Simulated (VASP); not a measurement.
# CaO in VASP: relaxing the cell with several functionals

Where does zincblende CaO come to rest with PBE, PBEsol and LDA? The results are then set beside those of Ansatz 0.2.0 from the same starts. This is a trial cell built on a prototype, not taken from a measured structure, and it needn't be the compound's ground state.

The runs shown are made with VASP 6.6.1. PAW datasets, plane waves, zero pressure. No spin polarisation. The prototype was imposed, so other structures may be more stable.

## Step 1: The cell

Space group F-43m (No. 216), cubic; conventional cell a = 5.082 Å, 16.40 Å³ an atom. Near Ca stand 4 O at 2.20 Å; near O stand 4 Ca at 2.20 Å.

As a file:

```
CELL_PARAMETERS angstrom
0.00000 2.54080 2.54080
2.54080 0.00000 2.54080
2.54080 2.54080 0.00000
ATOMIC_POSITIONS crystal
Ca 0.00000 0.00000 0.00000
O 0.25000 0.25000 0.25000
```

## Step 2: Relaxing with PBE

Input file INCAR:

```
ENCUT = 600.000000
SIGMA = 0.020000
EDIFF = 1.00e-07
EDIFFG = -5.00e-03
GGA = PE
PREC = Accurate
IBRION = 2
ISIF = 3
ISMEAR = -1
NBANDS = 15
NELM = 120
NSW = 40
LASPH = .TRUE.
LCHARG = .FALSE.
LWAVE = .FALSE.
LREAL = .FALSE.
```

Input file KPOINTS:

```
KPOINTS created by Atomic Simulation Environment
0
Gamma
8 8 8
0 0 0
```

Input file POSCAR:

```
Ca O
 1.0000000000000000
     0.0000000000000000    2.5408030645999999    2.5408030645999999
     2.5408030645999999    0.0000000000000000    2.5408030645999999
     2.5408030645999999    2.5408030645999999    0.0000000000000000
 Ca  O
   1   1
Cartesian
  0.0000000000000000  0.0000000000000000  0.0000000000000000
  1.2704015323000000  1.2704015323000000  1.2704015323000000
```

Potentials: the recommended PBE PAW datasets, 16 valence electrons in the neutral cell.

Started as:

```
$ mpirun -np 1 vasp_std
```

The first run moved the cell so far that it was started again from its end, on a fresh basis. The second run's POSCAR:

```
Ca O
 1.0000000000000000
    -0.0000000000000000    2.6261843906437874    2.6261843906437874
     2.6261843906437874   -0.0000000000000000    2.6261843906437874
     2.6261843906437874    2.6261843906437874    0.0000000000000000
 Ca  O
   1   1
Cartesian
  0.0000000000000000  0.0000000000000000  0.0000000000000000
  1.3130921953218937  1.3130921953218937  1.3130921953218937
```

The files below are the second run's.

Printed to the terminal (iteration lines stand in OSZICAR):

```text
POSCAR found type information on POSCAR CaO
 POSCAR found :  2 types and       2 ions
 LDA part: xc-table for (Slater+PW92), standard interpolation
 POSCAR, INCAR and KPOINTS ok, starting setup
 FFT: planning ... GRIDC
 FFT: planning ... GRID_SOFT
 FFT: planning ... GRID
 WAVECAR not read
 WARNING: random wavefunctions but no delay for mixing, default for NELMDL
 entering main loop
 curvature:   0.00 expect dE= 0.000E+00 dE for cont linesearch  0.000E+00
 search vector abs. value=  0.183E-05
 reached required accuracy - stopping structural energy minimisation
```

OSZICAR:

```text
N       E                     dE             d eps       ncg     rms          rms(c)
DAV:   1     0.141503788242E+03    0.14150E+03   -0.91466E+03   870   0.118E+03
DAV:   2    -0.798910872308E+01   -0.14949E+03   -0.13767E+03  1101   0.293E+02
DAV:   3    -0.148045150083E+02   -0.68154E+01   -0.67621E+01  1038   0.659E+01
DAV:   4    -0.150745758852E+02   -0.27006E+00   -0.26981E+00  1270   0.108E+01
DAV:   5    -0.150761011617E+02   -0.15253E-02   -0.15253E-02  1024   0.987E-01    0.971E+00
DAV:   6    -0.125681692587E+02    0.25079E+01   -0.86489E+00   940   0.253E+01    0.426E+00
DAV:   7    -0.124580571788E+02    0.11011E+00   -0.85690E-01   939   0.851E+00    0.201E+00
DAV:   8    -0.124457324662E+02    0.12325E-01   -0.13831E-01  1080   0.381E+00    0.476E-01
DAV:   9    -0.124446151132E+02    0.11174E-02   -0.93129E-03  1016   0.853E-01    0.170E-01
DAV:  10    -0.124465653550E+02   -0.19502E-02   -0.16782E-03   940   0.322E-01    0.570E-02
DAV:  11    -0.124466679751E+02   -0.10262E-03   -0.75595E-04  1031   0.186E-01    0.382E-02
DAV:  12    -0.124466516142E+02    0.16361E-04   -0.97914E-05  1122   0.107E-01    0.580E-03
DAV:  13    -0.124466507539E+02    0.86039E-06   -0.55889E-06   982   0.298E-02    0.169E-03
DAV:  14    -0.124466513038E+02   -0.54990E-06   -0.12014E-06   898   0.796E-03    0.722E-04
DAV:  15    -0.124466513222E+02   -0.18471E-07   -0.58172E-08   932   0.267E-03
   1 F= -.12446651E+02 E0= -.12446651E+02  d E =-.124467E+02
```

OUTCAR, selected sections:

```text
k-points           NKPTS =     29   k-points in BZ     NKDIM =     29   number of bands    NBANDS=     15

   NELECT =      16.0000    total number of electrons

   dimension x,y,z NGX =    30 NGY =   30 NGZ =   30
   dimension x,y,z NGXF=    60 NGYF=   60 NGZF=   60

  energy-cutoff  :      600.00
  volume of cell :       36.22
      direct lattice vectors                 reciprocal lattice vectors
     0.000000000  2.626184391  2.626184391    -0.190390287  0.190390287  0.190390287
     2.626184391  0.000000000  2.626184391     0.190390287 -0.190390287  0.190390287
     2.626184391  2.626184391  0.000000000     0.190390287  0.190390287 -0.190390287

 k-points in reciprocal lattice and weights: KPOINTS created by Atomic Simulation Env
   0.00000000  0.00000000  0.00000000       0.002
   0.12500000  0.00000000  0.00000000       0.016
   0.25000000  0.00000000  0.00000000       0.016
   0.37500000  0.00000000  0.00000000       0.016
   0.50000000  0.00000000  0.00000000       0.008
   0.12500000  0.12500000  0.00000000       0.012
   0.25000000  0.12500000  0.00000000       0.047
   0.37500000  0.12500000  0.00000000       0.047
[... 21 more k-points ...]

 E-fermi :   0.9409

 k-point     1 :       0.0000    0.0000    0.0000
  band No.  band energies     occupation
      1     -36.8648      2.00000
      2     -17.8090      2.00000
      3     -17.8090      2.00000
      4     -17.8090      2.00000
      5     -14.3773      2.00000
      6      -0.2058      2.00000
      7      -0.2058      2.00000
      8      -0.2058      2.00000
      9       3.6310      0.00000
     10       8.2613      0.00000
     11       8.2613      0.00000
     12       9.8368      0.00000
     13       9.8368      0.00000
     14       9.8368      0.00000
     15      16.7176      0.00000

 k-point     2 :       0.1250    0.0000    0.0000
  band No.  band energies     occupation
      1     -36.8588      2.00000
      2     -17.9167      2.00000
      3     -17.8162      2.00000
      4     -17.8162      2.00000
      5     -14.2703      2.00000
      6      -0.3788      2.00000
      7      -0.1645      2.00000
      8      -0.1645      2.00000
      9       4.1698      0.00000
     10       8.0960      0.00000
     11       8.0960      0.00000
     12       9.6134      0.00000
     13       9.9798      0.00000
     14       9.9798      0.00000
     15      15.0843      0.00000

 k-point     3 :       0.2500    0.0000    0.0000
  band No.  band energies     occupation
      1     -36.8445      2.00000
      2     -18.1515      2.00000
      3     -17.8337      2.00000
      4     -17.8337      2.00000
      5     -14.0430      2.00000
      6      -0.5962      2.00000
      7      -0.0715      2.00000
      8      -0.0715      2.00000
      9       5.2841      0.00000
     10       7.9297      0.00000
     11       7.9297      0.00000
     12       9.1645      0.00000
     13      10.0571      0.00000
     14      10.0571      0.00000
     15      13.1202      0.00000

 k-point     4 :       0.3750    0.0000    0.0000
  band No.  band energies     occupation
      1     -36.8302      2.00000
      2     -18.3595      2.00000
      3     -17.8510      2.00000
      4     -17.8510      2.00000
      5     -13.8502      2.00000
      6      -0.6298      2.00000
      7       0.0107      2.00000
      8       0.0107      2.00000
      9       6.1660      0.00000
     10       8.0207      0.00000
     11       8.0207      0.00000
     12       8.7323      0.00000
     13       9.8340      0.00000
     14       9.8340      0.00000
     15      12.1261      0.00000

[... the tables of k-points 5 to 29 left out ...]

  Total       -0.0050249     -0.0050249     -0.0050249     -0.0000000      0.0000000     -0.0000000
  in kB       -0.2222442     -0.2222442     -0.2222442     -0.0000000      0.0000000     -0.0000000
  external PRESSURE =      -0.2222442 kB  Pullay stress =       0.0000000 kB

 POSITION                                       TOTAL-FORCE (eV/Angst)
 -----------------------------------------------------------------------------------
      0.00000      0.00000      0.00000        -0.000000     -0.000000     -0.000000
      1.31309      1.31309      1.31309         0.000000      0.000000      0.000000
 -----------------------------------------------------------------------------------
    total drift:                               -0.000000     -0.000000     -0.000000

  FREE ENERGIE OF THE ION-ELECTRON SYSTEM (eV)
  ---------------------------------------------------
  free  energy   TOTEN  =       -12.4466513222 eV

  energy  without entropy=      -12.4466513222  energy(sigma->0) =      -12.44665132
```

CONTCAR

```
Ca O
   1.00000000000000
     0.0000000000000000    2.6261843906437874    2.6261843906437874
     2.6261843906437874    0.0000000000000000    2.6261843906437874
     2.6261843906437874    2.6261843906437874    0.0000000000000000
  Ca              O
     1     1
Direct
     0.0000000000000000    0.0000000000000000    0.0000000000000000
     0.2500000000000000    0.2500000000000000    0.2500000000000000

  0.00000000E+00  0.00000000E+00  0.00000000E+00
  0.00000000E+00  0.00000000E+00  0.00000000E+00
```

Hardware: 1 MPI rank of Intel Xeon 6975P-C, shared host.

|  | before | after | change |
| --- | --- | --- | --- |
| a (Å) | 5.082 | 5.252 | +3.36 % |
| volume (Å³/atom) | 16.403 | 18.112 | +10.42 % |
| shortest distance (Å) | 2.200 | 2.274 | +3.36 % |
| space group | F-43m | F-43m | same |

## Step 3: Relaxing with PBEsol

This run has another start. The cell comes from an earlier relaxation with PBE in another program.

INCAR: that of step 2 with these lines changed.

```diff
@@ -4,3 +4,3 @@
 EDIFFG = -5.00e-03
-GGA = PE
+GGA = PS
 PREC = Accurate
```

KPOINTS is that of step 2.

Input file POSCAR:

```
Ca O
 1.0000000000000000
     0.0000000000000000    2.6213224458742479    2.6213224458742479
     2.6213224458742479   -0.0000000000000000    2.6213224458742479
     2.6213224458742479    2.6213224458742479    0.0000000000000000
 Ca  O
   1   1
Cartesian
 -0.0000000000000000  0.0000000000000000  0.0000000000000000
  1.3106612229371239  1.3106612229371239  1.3106612229371239
```

Started as:

```
$ mpirun -np 1 vasp_std
```

The first run moved the cell so far that it was started again from its end, on a fresh basis. The second run's POSCAR:

```
Ca O
 1.0000000000000000
     0.0000000000000000    2.5941631791607760    2.5941631791607760
     2.5941631791607760    0.0000000000000000    2.5941631791607760
     2.5941631791607760    2.5941631791607760    0.0000000000000000
 Ca  O
   1   1
Cartesian
  0.0000000000000000  0.0000000000000000  0.0000000000000000
  1.2970815895803880  1.2970815895803880  1.2970815895803880
```

The files below are the second run's.

Printed to the terminal (iteration lines stand in OSZICAR):

```text
POSCAR found type information on POSCAR CaO
 POSCAR found :  2 types and       2 ions
 -----------------------------------------------------------------------------
|                                                                             |
|                                                                             |
|     You enforced a specific xc type in the INCAR file but a different       |
|     I HOPE YOU KNOW WHAT YOU ARE DOING!                                     |
|                                                                             |
 -----------------------------------------------------------------------------

 LDA part: xc-table for (Slater+PW92), standard interpolation
 POSCAR, INCAR and KPOINTS ok, starting setup
 FFT: planning ... GRIDC
 FFT: planning ... GRID_SOFT
 FFT: planning ... GRID
 WAVECAR not read
 WARNING: random wavefunctions but no delay for mixing, default for NELMDL
 entering main loop
 curvature:   0.00 expect dE= 0.000E+00 dE for cont linesearch  0.000E+00
 search vector abs. value=  0.868E-06
 reached required accuracy - stopping structural energy minimisation
```

OSZICAR:

```text
N       E                     dE             d eps       ncg     rms          rms(c)
DAV:   1     0.137617985539E+03    0.13762E+03   -0.89257E+03   870   0.118E+03
DAV:   2    -0.858082892279E+01   -0.14620E+03   -0.13541E+03  1115   0.296E+02
DAV:   3    -0.151329670674E+02   -0.65521E+01   -0.65083E+01   982   0.652E+01
DAV:   4    -0.153618220922E+02   -0.22886E+00   -0.22869E+00  1327   0.103E+01
DAV:   5    -0.153629629174E+02   -0.11408E-02   -0.11408E-02   982   0.871E-01    0.922E+00
DAV:   6    -0.131090706131E+02    0.22539E+01   -0.74457E+00   954   0.241E+01    0.414E+00
DAV:   7    -0.129923946950E+02    0.11668E+00   -0.76105E-01   977   0.820E+00    0.198E+00
DAV:   8    -0.129647557568E+02    0.27639E-01   -0.13131E-01  1087   0.371E+00    0.483E-01
DAV:   9    -0.129630121630E+02    0.17436E-02   -0.95668E-03  1005   0.870E-01    0.160E-01
DAV:  10    -0.129642675237E+02   -0.12554E-02   -0.12177E-03   912   0.301E-01    0.543E-02
DAV:  11    -0.129642772528E+02   -0.97291E-05   -0.54021E-04  1017   0.174E-01    0.360E-02
DAV:  12    -0.129642594158E+02    0.17837E-04   -0.84171E-05  1108   0.102E-01    0.454E-03
DAV:  13    -0.129642587718E+02    0.64394E-06   -0.42565E-06   940   0.254E-02    0.177E-03
DAV:  14    -0.129642589798E+02   -0.20799E-06   -0.67866E-07   927   0.621E-03    0.631E-04
DAV:  15    -0.129642589852E+02   -0.53574E-08   -0.46740E-08   785   0.238E-03
   1 F= -.12964259E+02 E0= -.12964259E+02  d E =-.129643E+02
```

OUTCAR, selected sections:

```text
k-points           NKPTS =     29   k-points in BZ     NKDIM =     29   number of bands    NBANDS=     15

   NELECT =      16.0000    total number of electrons

   dimension x,y,z NGX =    30 NGY =   30 NGZ =   30
   dimension x,y,z NGXF=    60 NGYF=   60 NGZF=   60

  energy-cutoff  :      600.00
  volume of cell :       34.92
      direct lattice vectors                 reciprocal lattice vectors
     0.000000000  2.594163179  2.594163179    -0.192740381  0.192740381  0.192740381
     2.594163179  0.000000000  2.594163179     0.192740381 -0.192740381  0.192740381
     2.594163179  2.594163179  0.000000000     0.192740381  0.192740381 -0.192740381

 k-points in reciprocal lattice and weights: KPOINTS created by Atomic Simulation Env
   0.00000000  0.00000000  0.00000000       0.002
   0.12500000  0.00000000  0.00000000       0.016
   0.25000000  0.00000000  0.00000000       0.016
   0.37500000  0.00000000  0.00000000       0.016
   0.50000000  0.00000000  0.00000000       0.008
   0.12500000  0.12500000  0.00000000       0.012
   0.25000000  0.12500000  0.00000000       0.047
   0.37500000  0.12500000  0.00000000       0.047
[... 21 more k-points ...]

 E-fermi :   0.8461

 k-point     1 :       0.0000    0.0000    0.0000
  band No.  band energies     occupation
      1     -36.4583      2.00000
      2     -17.4763      2.00000
      3     -17.4763      2.00000
      4     -17.4763      2.00000
      5     -14.3229      2.00000
      6      -0.2652      2.00000
      7      -0.2652      2.00000
      8      -0.2652      2.00000
      9       3.6431      0.00000
     10       8.4348      0.00000
     11       8.4348      0.00000
     12      10.1189      0.00000
     13      10.1189      0.00000
     14      10.1189      0.00000
     15      16.9689      0.00000

 k-point     2 :       0.1250    0.0000    0.0000
  band No.  band energies     occupation
      1     -36.4509      2.00000
      2     -17.6119      2.00000
      3     -17.4849      2.00000
      4     -17.4849      2.00000
      5     -14.1904      2.00000
      6      -0.4442      2.00000
      7      -0.2194      2.00000
      8      -0.2194      2.00000
      9       4.2008      0.00000
     10       8.2525      0.00000
     11       8.2525      0.00000
     12       9.8811      0.00000
     13      10.2813      0.00000
     14      10.2813      0.00000
     15      15.2824      0.00000

 k-point     3 :       0.2500    0.0000    0.0000
  band No.  band energies     occupation
      1     -36.4332      2.00000
      2     -17.8991      2.00000
      3     -17.5055      2.00000
      4     -17.5055      2.00000
      5     -13.9175      2.00000
      6      -0.6595      2.00000
      7      -0.1168      2.00000
      8      -0.1168      2.00000
      9       5.3400      0.00000
     10       8.0701      0.00000
     11       8.0701      0.00000
     12       9.4022      0.00000
     13      10.3716      0.00000
     14      10.3716      0.00000
     15      13.3058      0.00000

 k-point     4 :       0.3750    0.0000    0.0000
  band No.  band energies     occupation
      1     -36.4153      2.00000
      2     -18.1470      2.00000
      3     -17.5260      2.00000
      4     -17.5260      2.00000
      5     -13.6938      2.00000
      6      -0.6744      2.00000
      7      -0.0264      2.00000
      8      -0.0264      2.00000
      9       6.2250      0.00000
     10       8.1682      0.00000
     11       8.1682      0.00000
     12       8.8962      0.00000
     13      10.1278      0.00000
     14      10.1278      0.00000
     15      12.3927      0.00000

[... the tables of k-points 5 to 29 left out ...]

  Total        0.0034640      0.0034640      0.0034640      0.0000000      0.0000000      0.0000000
  in kB        0.1589521      0.1589521      0.1589521      0.0000000      0.0000000      0.0000000
  external PRESSURE =       0.1589521 kB  Pullay stress =       0.0000000 kB

 POSITION                                       TOTAL-FORCE (eV/Angst)
 -----------------------------------------------------------------------------------
      0.00000      0.00000      0.00000         0.000000      0.000000      0.000000
      1.29708      1.29708      1.29708        -0.000000     -0.000000     -0.000000
 -----------------------------------------------------------------------------------
    total drift:                               -0.000000     -0.000000     -0.000000

  FREE ENERGIE OF THE ION-ELECTRON SYSTEM (eV)
  ---------------------------------------------------
  free  energy   TOTEN  =       -12.9642589852 eV

  energy  without entropy=      -12.9642589852  energy(sigma->0) =      -12.96425899
```

CONTCAR

```
Ca O
   1.00000000000000
     0.0000000000000000    2.5941631791607760    2.5941631791607760
     2.5941631791607760    0.0000000000000000    2.5941631791607760
     2.5941631791607760    2.5941631791607760    0.0000000000000000
  Ca              O
     1     1
Direct
     0.0000000000000000    0.0000000000000000    0.0000000000000000
     0.2500000000000000    0.2500000000000000    0.2500000000000000

  0.00000000E+00  0.00000000E+00  0.00000000E+00
  0.00000000E+00  0.00000000E+00  0.00000000E+00
```

Hardware: 1 MPI rank of Intel Xeon 6975P-C, shared host.

|  | before | after | change |
| --- | --- | --- | --- |
| a (Å) | 5.243 | 5.188 | -1.04 % |
| volume (Å³/atom) | 18.012 | 17.458 | -3.08 % |
| shortest distance (Å) | 2.270 | 2.247 | -1.04 % |
| space group | F-43m | F-43m | same |

(Part 1 of 2 ends here.)
